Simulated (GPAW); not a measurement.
Runs of GPAW 26.7.0 on CsSnI3. Symmetry: Pm-3m, No. 221, cubic system. Conventional cell: a = 6.206 Å, b = 6.206 Å, c = 6.206 Å, α = 90.00°, β = 90.00°, γ = 90.00°. Cs (site symmetry m-3m) is surrounded by 12 I at 4.39 Å. I (site symmetry 4/mmm) is surrounded by 2 Sn at 3.10 Å. Around Sn (site symmetry m-3m) lie 6 I at 3.10 Å. 

```tsv
task	level	potentials or basis	cutoff (eV)	smearing	response ecut	maxiter	response k mesh	response bands	kernels	gap on the mesh (eV)
dielectric tensor	LDA	the program's PAW data sets (release 1.2.1) made for this functional, pw	400	fermi-dirac 0.001 eV	80 eV	150	9 × 9 × 9	62	["RPA"]	0.27
dielectric tensor	AM05	PAW data sets generated in the run's folder for this functional, pw	400	fermi-dirac 0.001 eV	80 eV	150	9 × 9 × 9	62	["RPA"]	0.27
dielectric tensor	RPBE	the program's PAW data sets (release 1.2.1) made for this functional, pw	400	fermi-dirac 0.001 eV	80 eV	150	9 × 9 × 9	62	["RPA"]	(a)
dielectric tensor	PBEsol	PAW data sets generated in the run's folder for this functional, pw	400	fermi-dirac 0.001 eV	80 eV	150	9 × 9 × 9	62	["RPA"]	0.24
dielectric tensor	LDA	the program's PAW data sets (release 1.2.1) made for this functional, pw	450	fermi-dirac 0.001 eV	80 eV	150	11 × 11 × 11	62	["RPA", "LR0.2", "ALDA"]	0.27
single point	LDA	the program's PAW data sets (release 1.2.1) made for this functional, pw	450	fermi-dirac 0.05 eV	-	120	-	-	-	0.27
dielectric tensor	PBE	GPAW PAW data sets (gpaw-data 1.2.1), pw	400	fermi-dirac 0.001 eV	80 eV	150	9 × 9 × 9	62	["RPA"]	0.29
```

Alike in all rows: no spin polarisation; cell as given; k mesh 4 × 4 × 4.

Fill in the values left out.

(a) 0.31.

Caveats: spin-orbit coupling is left out, which moves the levels of the heavy elements; the cell was measured hot, at 500 K; the gap is small at this level, which inflates the dielectric constant (some runs); the long-wavelength limit can be off by a per cent or two (some runs); an odd mesh through Γ misses points on the zone boundary, where band edges often lie (some runs); the dielectric constant isn't converged in the k mesh (some runs).

A k mesh can miss the band edges, and the runs leave out spin-orbit coupling on Cs, I, Sn.
